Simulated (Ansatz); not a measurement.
# Si on Cu(100): change of the work function

How does Si on the hollow site change the work function of Cu(100) as the layer fills?

Main program and level: Ansatz 0.2.0; plane-wave DFT, PBE, Ansatz PAW.

### Step 1. The structure

The cell holds 4 atoms: 4 Cu. Cell: a = 2.553 Å, b = 2.553 Å, c = 23.415 Å, α = 90.0°, β = 90.0°, γ = 90.0°. Vacuum lies along c.

### Step 2. The clean slab

The bare slab comes first, as the zero from which every change is counted. The two lowest layers are held at bulk places and the upper ones relax. The dipole correction removes the false field that a one-sided slab makes across the periodic vacuum, so each face gets a flat vacuum level of its own.

File input.yaml:

```yaml
crystal:
  lattice:
    - [2.5526554801, 0.0, 0.0]
    - [0.0, 2.5526554801, 0.0]
    - [0.0, 0.0, 23.415]
  atoms:
    - { symbol: Cu, position: [0.5, 0.5, 0.3843689942] }
    - { symbol: Cu, position: [0.0, 0.0, 0.4614563314] }
    - { symbol: Cu, position: [0.5, 0.5, 0.5385436686] }
    - { symbol: Cu, position: [0.0, 0.0, 0.6156310058] }
kpoints:
  mp_grid: { grid: [12, 12, 1] }
hamiltonian:
  xc: pbe
scf:
  occupations: { method: fermi_dirac, width: 0.1 }
  convergence: { dr2_threshold: 1.0e-08 }
efield:
  axis: 3
  dipole_correction: true
  ramp_position: 0.97
  ramp_width: 0.06
relax:
  f_tol: 0.02
  max_steps: 60
  constraints: [{ sites: [0, 1] }]
output:
  write_potential: true
  write_density: true
  volumetric_format: npy
```

Command:

```sh
$ ansatz run input.yaml --threads 4 --pin off --max-ram 16384MiB --backend cpu --events-out ev --progress --plain --runs-dir out
```

Numbers of over 12 decimals in the logs are rounded to 6 here.

Output:

```text
Engine: ansatz 0.2.0, x86_64-unknown-linux-gnu
Pseudopotentials: kind: paw
Pseudopotential: Cu, paw, valence charge 19, recommended cutoff 420 eV (normal), Cu.paw.azcp
Functional definition: PBE
  parameter kappa = 0.804
  parameter beta = 0.066725
  exchange = pbe_x(kappa = kappa, mu = beta*pi^2/3)
  correlation = pbe_c(beta = beta)
Crystal: 4 atoms, lattice volume = 152.573 Å³
Basis set: ecut = 420 eV, 3011 PW (Γ), exchange–correlation on 36×36×320 points (8 copies of the dense FFT grid, shifted against one another)
Bands: 46, of which v1, the nominal top of the filled ones, is band 38 counted from 1 (37 counted from 0)
Symmetry: 8 space group operations
k-points: 28 of 144
Non-local potential: Cu, projectors of the file, l = 0: 3, l = 1: 2, l = 2: 3, l = 3: 1
PAW form: soft (Blöchl's): semilocal exchange-correlation on the pseudo side does not see the compensation charge
PAW one-centre angular grid: Cu, 590 points (default); XC on 64 Gauss nodes
Initial density: superposition of atomic densities (neutral atoms: chi_scale 0, normalization atom), corrected by the library's trained network
Initial wavefunctions: pseudopotential atomic-orbital guess
Functional: x = pbe(κ = 0.804, μ = 0.219515), c = pbe(β = 0.066725)
SCF iter   1: F=—  HF=-26499.487320 eV  |F-HF|=—  |Δ(HF+E_count)|=         —  Δρ=1.44e-3  dr2=1.11e-2  ethr=1.77e-3  p=0.000 e·Å  D=5.79e-14 V/Å  ΔV_dip=-0.00 eV  dr2_dipole=9.35e-9  V_vac-E_F(+/−)=4.49/4.49 eV  ⟨swp⟩=8.7  Hψ=5648  notcnv=0  defer=4
efield: sawtooth ramp at fractional position 0.9700 (set: `efield.ramp_position`, or a place that a band, a saddle search or an elastic batch's reference lends), width 0.0600; the density the first Hamiltonian is built on has a dipole p = 0.000 e·Å; the dipole correction subtracts the counter field D = 5.79e-14 V/Å, which shifts the + side's vacuum level by -0.00 eV against the − side's; the planar-averaged density in the ramp window peaks in size at 3.2e-5 e/Å³
preconditioner: auto → LDOS  [metal: Δε(μ)=0.060 eV  Ē_g=8.062 eV  σ=0.100 eV  W_gap=0.15  n_scr=18 (ndim 8)  ℏωp=19.9 eV  f_vac=0.639  D(μ)=1.29/eV (n_scr^D=8)  β→1.0]
SCF iter   2: F=—  HF=-26499.492243 eV  |F-HF|=—  |Δ(HF+E_count)|=   4.92e-3  Δρ=1.83e-3  dr2=4.23e-3  ethr=1.46e-5  p=-0.000 e·Å  D=-6.14e-6 V/Å  ΔV_dip=0.00 eV  dr2_dipole=9.00e-8  V_vac-E_F(+/−)=4.58/4.58 eV  ⟨swp⟩=2.9  Hψ=2867  notcnv=0  defer=39
SCF iter   3: F=—  HF=-26499.491945 eV  |F-HF|=—  |Δ(HF+E_count)|=   2.98e-4  Δρ=1.46e-3  dr2=1.64e-3  ethr=5.57e-6  p=-0.000 e·Å  D=-3.99e-5 V/Å  ΔV_dip=0.00 eV  dr2_dipole=2.09e-7  V_vac-E_F(+/−)=4.57/4.57 eV  ⟨swp⟩=2.5  Hψ=2210  notcnv=0  defer=39
SCF iter   4: F=—  HF=-26499.491523 eV  |F-HF|=—  |Δ(HF+E_count)|=   4.22e-4  Δρ=1.91e-4  dr2=1.24e-4  ethr=2.16e-6  p=0.000 e·Å  D=2.29e-5 V/Å  ΔV_dip=-0.00 eV  dr2_dipole=3.74e-9  V_vac-E_F(+/−)=4.57/4.57 eV  ⟨swp⟩=2.0  Hψ=1832  notcnv=0  defer=39
SCF iter   5: F=—  HF=-26499.491528 eV  |F-HF|=—  |Δ(HF+E_count)|=   4.89e-6  Δρ=1.10e-4  dr2=2.44e-5  ethr=1.63e-7  p=-0.000 e·Å  D=-1.13e-5 V/Å  ΔV_dip=0.00 eV  dr2_dipole=1.49e-9  V_vac-E_F(+/−)=4.58/4.58 eV  ⟨swp⟩=2.1  Hψ=1761  notcnv=0  defer=39
SCF iter   6: F=—  HF=-26499.491522 eV  |F-HF|=—  |Δ(HF+E_count)|=   6.16e-6  Δρ=1.05e-4  dr2=1.04e-5  ethr=3.21e-8  p=0.000 e·Å  D=2.18e-5 V/Å  ΔV_dip=-0.00 eV  dr2_dipole=1.22e-8  V_vac-E_F(+/−)=4.58/4.58 eV  ⟨swp⟩=2.0  Hψ=1843  notcnv=0  defer=39
SCF iter   7: F=—  HF=-26499.491512 eV  |F-HF|=—  |Δ(HF+E_count)|=   1.00e-5  Δρ=2.78e-5  dr2=8.10e-7  ethr=1.37e-8  p=0.000 e·Å  D=4.92e-6 V/Å  ΔV_dip=-0.00 eV  dr2_dipole=2.22e-11  V_vac-E_F(+/−)=4.58/4.58 eV  ⟨swp⟩=2.1  Hψ=1730  notcnv=0  defer=39
SCF iter   8: F=—  HF=-26499.491526 eV  |F-HF|=—  |Δ(HF+E_count)|=   1.46e-5  Δρ=2.01e-5  dr2=4.10e-7  ethr=1.07e-9  p=0.000 e·Å  D=3.53e-6 V/Å  ΔV_dip=-0.00 eV  dr2_dipole=2.40e-9  V_vac-E_F(+/−)=4.58/4.58 eV  ⟨swp⟩=2.0  Hψ=1851  notcnv=0  defer=39
SCF iter   9: F=—  HF=-26499.491526 eV  |F-HF|=—  |Δ(HF+E_count)|=   1.27e-7  Δρ=8.58e-6  dr2=8.09e-8  ethr=5.39e-10  p=0.000 e·Å  D=5.29e-7 V/Å  ΔV_dip=-0.00 eV  dr2_dipole=3.77e-10  V_vac-E_F(+/−)=4.58/4.58 eV  ⟨swp⟩=2.0  Hψ=1812  notcnv=0  defer=39
SCF iter  10: F=-26499.491526 eV  HF=-26499.491526 eV  |F-HF|=5.54e-8  |Δ(HF+E_count)|=   3.79e-8  Δρ=1.15e-6  dr2=1.63e-9  ethr=1.32e-11  p=0.000 e·Å  D=2.43e-7 V/Å  ΔV_dip=-0.00 eV  dr2_dipole=8.16e-12  V_vac-E_F(+/−)=4.58/4.58 eV  ⟨swp⟩=8.1  Hψ=9207  notcnv=0
SCF 1 converged in 10 iterations: F = -26499.491526 eV  dr2 = 1.63e-9
  greatest PAW one-centre occupation: 1.000 electrons in one spin orbital (limit 2), on the Cu atom at site 3 (counted from 0), in its partial waves of l = 0
relax step   1: F+E_penalty+E_count = -26499.49152650 eV  Δ(F+E_penalty+E_count) = +0.000e0 eV  max|allowed force component| = 2.181e-1 eV/Å  Δτ_max = 0.0000 Å  (10 SCF iters, accepted)
Initial density: handed on by an earlier stage of this run
Initial wavefunctions: those handed on with the density
iter 1 solved again at ethr=4.94e-7 eV; its pass at ethr=3.10e-3 eV (dr2=3.76e-4 eV) is discarded
SCF iter   1: F=—  HF=-26499.493645 eV  |F-HF|=—  |Δ(HF+E_count)|=         —  Δρ=7.18e-4  dr2=3.81e-4  ethr=4.94e-7  p=0.000 e·Å  D=6.51e-7 V/Å  ΔV_dip=-0.00 eV  dr2_dipole=5.33e-7  V_vac-E_F(+/−)=4.58/4.58 eV  ⟨swp⟩=2.8  Hψ=4247  notcnv=0  defer=52
efield: sawtooth ramp at fractional position 0.9700 (set: `efield.ramp_position`, or a place that a band, a saddle search or an elastic batch's reference lends), width 0.0600; the density the first Hamiltonian is built on has a dipole p = 0.000 e·Å; the dipole correction subtracts the counter field D = 6.51e-7 V/Å, which shifts the + side's vacuum level by -0.00 eV against the − side's; the planar-averaged density in the ramp window peaks in size at 2.3e-5 e/Å³
preconditioner: auto → LDOS  [metal: Δε(μ)=0.090 eV  Ē_g=8.129 eV  σ=0.100 eV  W_gap=0.22  n_scr=18 (ndim 8)  ℏωp=19.9 eV  f_vac=0.638  D(μ)=1.28/eV (n_scr^D=8)  β→1.0]
SCF iter   2: F=—  HF=-26499.493463 eV  |F-HF|=—  |Δ(HF+E_count)|=   1.81e-4  Δρ=1.93e-4  dr2=8.92e-5  ethr=4.94e-7  p=0.000 e·Å  D=2.69e-4 V/Å  ΔV_dip=-0.01 eV  dr2_dipole=1.27e-5  V_vac-E_F(+/−)=4.58/4.58 eV  ⟨swp⟩=2.1  Hψ=2198  notcnv=0  defer=52
SCF iter   3: F=—  HF=-26499.493459 eV  |F-HF|=—  |Δ(HF+E_count)|=   4.11e-6  Δρ=1.84e-4  dr2=3.53e-5  ethr=1.17e-7  p=0.000 e·Å  D=1.03e-4 V/Å  ΔV_dip=-0.00 eV  dr2_dipole=5.88e-7  V_vac-E_F(+/−)=4.58/4.58 eV  ⟨swp⟩=2.0  Hψ=1859  notcnv=0  defer=52
SCF iter   4: F=—  HF=-26499.493454 eV  |F-HF|=—  |Δ(HF+E_count)|=   5.56e-6  Δρ=9.12e-5  dr2=8.65e-6  ethr=4.64e-8  p=0.000 e·Å  D=1.63e-4 V/Å  ΔV_dip=-0.00 eV  dr2_dipole=1.04e-7  V_vac-E_F(+/−)=4.58/4.58 eV  ⟨swp⟩=2.0  Hψ=1849  notcnv=0  defer=52
SCF iter   5: F=—  HF=-26499.493458 eV  |F-HF|=—  |Δ(HF+E_count)|=   4.49e-6  Δρ=2.20e-5  dr2=5.03e-7  ethr=1.14e-8  p=0.000 e·Å  D=1.56e-4 V/Å  ΔV_dip=-0.00 eV  dr2_dipole=1.16e-8  V_vac-E_F(+/−)=4.58/4.58 eV  ⟨swp⟩=2.0  Hψ=1786  notcnv=0  defer=52
SCF iter   6: F=—  HF=-26499.493458 eV  |F-HF|=—  |Δ(HF+E_count)|=   2.31e-7  Δρ=1.23e-5  dr2=1.50e-7  ethr=6.62e-10  p=0.000 e·Å  D=1.63e-4 V/Å  ΔV_dip=-0.00 eV  dr2_dipole=2.73e-9  V_vac-E_F(+/−)=4.58/4.58 eV  ⟨swp⟩=2.0  Hψ=1850  notcnv=0  defer=52
SCF iter   7: F=-26499.493458 eV  HF=-26499.493458 eV  |F-HF|=7.93e-9  |Δ(HF+E_count)|=   8.21e-8  Δρ=2.24e-6  dr2=5.35e-9  ethr=1.32e-11  p=0.000 e·Å  D=1.65e-4 V/Å  ΔV_dip=-0.00 eV  dr2_dipole=6.31e-12  V_vac-E_F(+/−)=4.58/4.58 eV  ⟨swp⟩=8.2  Hψ=9392  notcnv=0
SCF 2 converged in 7 iterations: F = -26499.493458 eV  dr2 = 5.35e-9
  greatest PAW one-centre occupation: 1.000 electrons in one spin orbital (limit 2), on the Cu atom at site 0 (counted from 0), in its partial waves of l = 0
relax step   2: F+E_penalty+E_count = -26499.49345845 eV  Δ(F+E_penalty+E_count) = -1.932e-3 eV  max|allowed force component| = 1.395e-1 eV/Å  Δτ_max = 0.0117 Å  (7 SCF iters, accepted)
SCF iter   1: F=—  HF=-26499.495289 eV  |F-HF|=—  |Δ(HF+E_count)|=         —  Δρ=1.19e-3  dr2=9.92e-4  ethr=1.36e-5  p=0.000 e·Å  D=1.65e-4 V/Å  ΔV_dip=-0.00 eV  dr2_dipole=3.15e-9  V_vac-E_F(+/−)=4.58/4.58 eV  ⟨swp⟩=3.2  Hψ=3121  notcnv=0  defer=52
efield: sawtooth ramp at fractional position 0.9700 (set: `efield.ramp_position`, or a place that a band, a saddle search or an elastic batch's reference lends), width 0.0600; the density the first Hamiltonian is built on has a dipole p = 0.000 e·Å; the dipole correction subtracts the counter field D = 1.65e-4 V/Å, which shifts the + side's vacuum level by -0.00 eV against the − side's; the planar-averaged density in the ramp window peaks in size at 2.2e-5 e/Å³
preconditioner: auto → LDOS  [metal: Δε(μ)=0.088 eV  Ē_g=8.129 eV  σ=0.100 eV  W_gap=0.21  n_scr=18 (ndim 8)  ℏωp=19.9 eV  f_vac=0.638  D(μ)=1.29/eV (n_scr^D=8)  β→1.0]
SCF iter   2: F=—  HF=-26499.494821 eV  |F-HF|=—  |Δ(HF+E_count)|=   4.68e-4  Δρ=3.85e-4  dr2=2.55e-4  ethr=1.31e-6  p=0.000 e·Å  D=5.86e-4 V/Å  ΔV_dip=-0.01 eV  dr2_dipole=3.47e-5  V_vac-E_F(+/−)=4.57/4.58 eV  ⟨swp⟩=2.0  Hψ=2546  notcnv=0  defer=52
SCF iter   3: F=—  HF=-26499.494792 eV  |F-HF|=—  |Δ(HF+E_count)|=   2.89e-5  Δρ=4.05e-4  dr2=1.71e-4  ethr=3.36e-7  p=0.000 e·Å  D=4.58e-4 V/Å  ΔV_dip=-0.01 eV  dr2_dipole=3.20e-6  V_vac-E_F(+/−)=4.57/4.58 eV  ⟨swp⟩=2.2  Hψ=2080  notcnv=0  defer=52
SCF iter   4: F=—  HF=-26499.494770 eV  |F-HF|=—  |Δ(HF+E_count)|=   2.21e-5  Δρ=6.85e-5  dr2=6.36e-6  ethr=2.25e-7  p=0.000 e·Å  D=4.56e-4 V/Å  ΔV_dip=-0.01 eV  dr2_dipole=2.49e-7  V_vac-E_F(+/−)=4.57/4.58 eV  ⟨swp⟩=2.0  Hψ=1803  notcnv=0  defer=52
SCF iter   5: F=—  HF=-26499.494796 eV  |F-HF|=—  |Δ(HF+E_count)|=   2.60e-5  Δρ=2.59e-5  dr2=9.68e-7  ethr=8.37e-9  p=0.000 e·Å  D=4.76e-4 V/Å  ΔV_dip=-0.01 eV  dr2_dipole=9.10e-8  V_vac-E_F(+/−)=4.57/4.58 eV  ⟨swp⟩=2.9  Hψ=1992  notcnv=0  defer=52
SCF iter   6: F=—  HF=-26499.494796 eV  |F-HF|=—  |Δ(HF+E_count)|=   1.95e-7  Δρ=7.49e-6  dr2=6.43e-8  ethr=1.27e-9  p=0.000 e·Å  D=4.75e-4 V/Å  ΔV_dip=-0.01 eV  dr2_dipole=4.68e-9  V_vac-E_F(+/−)=4.57/4.58 eV  ⟨swp⟩=2.0  Hψ=1717  notcnv=0  defer=52
SCF iter   7: F=—  HF=-26499.494796 eV  |F-HF|=—  |Δ(HF+E_count)|=   2.24e-7  Δρ=3.81e-6  dr2=1.47e-8  ethr=1.32e-11  p=0.000 e·Å  D=4.89e-4 V/Å  ΔV_dip=-0.01 eV  dr2_dipole=1.13e-10  V_vac-E_F(+/−)=4.57/4.58 eV  ⟨swp⟩=9.8  Hψ=8995  notcnv=0
SCF iter   8: F=—  HF=-26499.494796 eV  |F-HF|=—  |Δ(HF+E_count)|=   7.59e-8  Δρ=3.61e-6  dr2=1.52e-8  ethr=1.32e-11  p=0.000 e·Å  D=4.94e-4 V/Å  ΔV_dip=-0.01 eV  dr2_dipole=3.72e-10  V_vac-E_F(+/−)=4.57/4.58 eV  ⟨swp⟩=9.1  Hψ=8386  notcnv=0
SCF iter   9: F=-26499.494796 eV  HF=-26499.494796 eV  |F-HF|=1.20e-9  |Δ(HF+E_count)|=   1.28e-8  Δρ=1.23e-6  dr2=2.58e-9  ethr=1.32e-11  p=0.000 e·Å  D=4.96e-4 V/Å  ΔV_dip=-0.01 eV  dr2_dipole=1.01e-10  V_vac-E_F(+/−)=4.57/4.58 eV  ⟨swp⟩=6.8  Hψ=8432  notcnv=0
SCF 3 converged in 9 iterations: F = -26499.494796 eV  dr2 = 2.58e-9
relax step   3: F+E_penalty+E_count = -26499.49479638 eV  Δ(F+E_penalty+E_count) = -1.338e-3 eV  max|allowed force component| = 2.096e-3 eV/Å  Δτ_max = 0.0196 Å  (9 SCF iters, accepted)
NSCF: frozen V_eff on 28 k-points
the band table was solved once a step of the walk had ended and its energy, with any forces and stress, was formed, with the checks that follow a solve (6803 applications of the Hamiltonian). They found nothing against the state; the energy, forces and stress were not computed again (output.eigenvalues in the input reference)
WARN: The output density's exchange-correlation potential varies sharply where the density is thin. Do not read a vacuum level from v_tot or v_xc, or from such a field of the output density. On a cell that repeats whose density bears no net charge and no dipole along the vacuum's axis use v_es (v_loc + v_h of the components); under efield.dipole_correction with no amplitude use v_es + v_field, which holds any externa [...]
SCF converged after 9 iterations
Free energy (F): -26499.494796 eV
Harris-Foulkes:  -26499.494796 eV  (|F-HF|=1.20e-9)
Internal energy: -26499.450325 eV  (E = F + TS)
E sigma→0 (E₀):  -26499.472561 eV
Entropy (-TS):   -0.044472 eV (-11.118 meV/atom)
Fermi energy:    2.077824 eV
Dipole field:    D = 0.000480 V/Å  (p = 0.000405 e·Å, saw-weighted, corrected)
Work function:   Φ+ = 4.5707 eV   Φ− = 4.5819 eV
Levels:          The Fermi level and band energies are counted from a zero that moves with the ramp; work functions are not
--- Per-component energies (eV) ---
  E_band       = -2536.166482
  E_kinetic    = 1198.309529
  E_local      = -168854.319009  (includes V_loc(G=0)·N_el)
  E_nonlocal   = 1567.140430
  E_hartree    = 82915.851882
  E_xc         = -355.051920
  E_vxc        = -457.887175  (∫ρ·V_xc dr)
  E_paw        = -6658.907342  (= ΣΔE_a)
  E_vpaw       = -1821.114879  (= ΣTr[D̂ρ^β])
  E_aug_tail   = 0.001125  (compensation charges beyond the density's cutoff)
  E_efield     = 0.000000  (sawtooth field / dipole correction)
  E_vefield    = -0.000313  (∫n·V_field dr)
  E_ewald      = 63687.524979
  E_smearing   = -0.044472  (= −TS)
  E_closure    = -0.000000  (closes the sum)
  Σ components = -26499.494796   (vs F -26499.494796, Δ=0.00e0)
--- Forces (eV/Å), atoms counted from 1 ---
  atom   1  Cu     0.00000000     0.00000000     0.10441412
  atom   2  Cu    -0.00000000     0.00000000    -0.10661308
  atom   3  Cu     0.00000000     0.00000000     0.00010998
  atom   4  Cu    -0.00000000     0.00000000     0.00209610
  max |Σ_I F_I| component: 7.12e-6 eV/Å
--- Band table (eV; the first three rows and the last of 28) ---
  k-point 0: bands = [... 34 lower, 0.3997, 0.6183, 0.6474, 0.6474, 0.6479, 1.6164, 3.1949, 6.4525, ... 4 higher]
  k-point 1: bands = [... 34 lower, 0.4671, 0.5052, 0.5494, 0.6055, 0.6780, 1.9009, 3.5303, 6.6065, ... 4 higher]
  k-point 2: bands = [... 34 lower, 0.4625, 0.4862, 0.5546, 0.6159, 0.6727, 2.5350, 4.3478, 7.0666, ... 4 higher]
  k-point 27: bands = [... 34 lower, 1.0039, 1.0231, 4.5597, 4.5597, 6.7457, 6.7457, 9.5125, 9.5174, ... 4 higher]
--- Relaxed structure (3 steps of the walk, 3 accepted, 0 SCFs on fresh bases) ---
  F+E_penalty+E_count = -26499.49479638 eV   max|allowed force component| = 2.096e-3 eV/Å
  atoms:
    - { symbol: Cu, position: [0.5, 0.5, 0.384369] }
    - { symbol: Cu, position: [0.0, 0.0, 0.461456] }
    - { symbol: Cu, position: [0.5, 0.5, 0.539882] }
    - { symbol: Cu, position: [0, 0.0, 0.615758] }
```

Elapsed: 31 s, on 4 threads of Intel Xeon Platinum 8259CL at 2.50GHz (Skylake/Cascade Lake), shared host; peak memory 0.59 GiB.

Relaxation path:

```tsv
step	energy less that of the first step (eV)	largest force component (eV/Å)
1	0.0000	0.2181
2	-0.0019	0.1395
3	-0.0033	0.0021
```

The run keeps the 8 symmetry operations that it works with, so distortions that break them were not tested.

The atoms that moved most (Å):

```tsv
atom	dx	dy	dz	length
Cu3	0.000	0.000	0.031	0.031
```

Final coordinates:

```cif
data_structure
_symmetry_space_group_name_H-M 'P 1'
_symmetry_Int_Tables_number 1
_cell_length_a 2.5527
_cell_length_b 2.5527
_cell_length_c 23.4150
_cell_angle_alpha 90.000
_cell_angle_beta 90.000
_cell_angle_gamma 90.000
_cell_volume 152.57
loop_
_atom_site_label
_atom_site_type_symbol
_atom_site_fract_x
_atom_site_fract_y
_atom_site_fract_z
_atom_site_occupancy
Cu1 Cu 0.50000 0.50000 0.38437 1
Cu2 Cu 0.00000 0.00000 0.46146 1
Cu3 Cu 0.50000 0.50000 0.53988 1
Cu4 Cu 0.00000 0.00000 0.61576 1
```

This step gave:

```yaml
energy_at_zero_smearing: -26499.4726 eV
work_function_upper_face: 4.571 eV
dipole_along_the_normal: 4.05e-4 e·Å
```

Running mean over 1.805 Å of the planar mean; the ramp of the sawtooth is left out. Electron's electrostatic potential energy less the Fermi level against z:

```tsv
z (Å)	electron's electrostatic potential energy less the Fermi level (eV)
3.0	4.58
3.5	4.58
4.0	4.58
4.5	4.58
5.0	4.58
5.5	4.57
6.0	4.54
6.5	4.45
7.0	4.10
7.5	2.70
8.0	-1.44
8.5	-6.20
9.0	-8.30
9.5	-8.63
10.0	-8.72
10.5	-8.78
11.0	-8.72
11.5	-8.54
12.0	-8.55
12.5	-8.77
13.0	-8.94
13.5	-9.00
14.0	-8.80
14.5	-8.20
15.0	-5.53
15.5	-0.619
16.0	3.08
16.5	4.18
17.0	4.46
17.5	4.54
18.0	4.56
18.5	4.57
19.0	4.57
19.5	4.57
20.0	4.57
```

The relaxation took 3 steps and lowered the energy by 0.0033 eV; the largest force on the free atoms ends at 0.0021 eV/Å.

The work function of the upper face is 4.57 eV.

[end of part 1 of 4]

[Logs are printed without paths, hosts, clocks, repeated set-up lines and the standing remarks that a program may print on its own settings, such as how far it seeks lower states.]

[Hosts, paths, dates, database ids (printed as entryN), source tags and the programs' standing remarks are cut or masked in the printed files.]

[Maps of the electrostatic potential energy from Ansatz leave out the sawtooth potential of an applied field or a dipole correction, so their vacuum need not be flat; planar profiles and work functions include it.]
